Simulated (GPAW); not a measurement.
Runs of GPAW 26.7.0 on TiCo. The structure is cubic, space group Pm-3m (No. 221). The conventional cell has a = 2.986 Å, b = 2.986 Å, c = 2.986 Å, α = 90.00°, β = 90.00°, γ = 90.00°. Around Co (site symmetry m-3m) lie 8 Ti at 2.59 Å. Ti (site symmetry m-3m) is surrounded by 8 Co at 2.59 Å. The cell comes from a database or a generator and needn't be the stable form of this composition.

```csv
task,level,potentials or basis,spin,cutoff (eV),eigensolver,gap on the mesh (eV),pressure (GPa),moment (μB)
hyperfine couplings,revPBE,"the program's PAW data sets (release 1.2.1) made for this functional, pw","collinear, ferromagnetic start",510,-,none,(b),0.84
hyperfine couplings,PBE,"GPAW PAW data sets (gpaw-data 1.2.1), pw","collinear, ferromagnetic start",510,-,none,-2.9,0.82
single point,LDA,"the program's PAW data sets (release 1.2.1) made for this functional, pw","collinear, random start",600,-,none,-15.1,0.48
single point,LDA,"the program's PAW data sets (release 1.2.1) made for this functional, pw","collinear, antiferromagnetic start",600,-,none,-15.1,0.48
hyperfine couplings,BLYP,"PAW data sets generated in the run's folder for this functional, pw","collinear, ferromagnetic start",510,davidson,none,2.2,(a)
```

Alike in all rows: cell as given; k mesh 9 × 9 × 9; smearing fermi-dirac 0.05 eV.

Question: Fill in the values left out.

Answer: (a) 0.78; (b) 0.4.

Caveats: the cutoff is short for stress and forces, so pressures can be off by a GPa or more (some runs); the dipolar part lacks the spin inside other atoms' spheres (some runs).

A gap of «none» marks a metal or a gap under the smearing width.
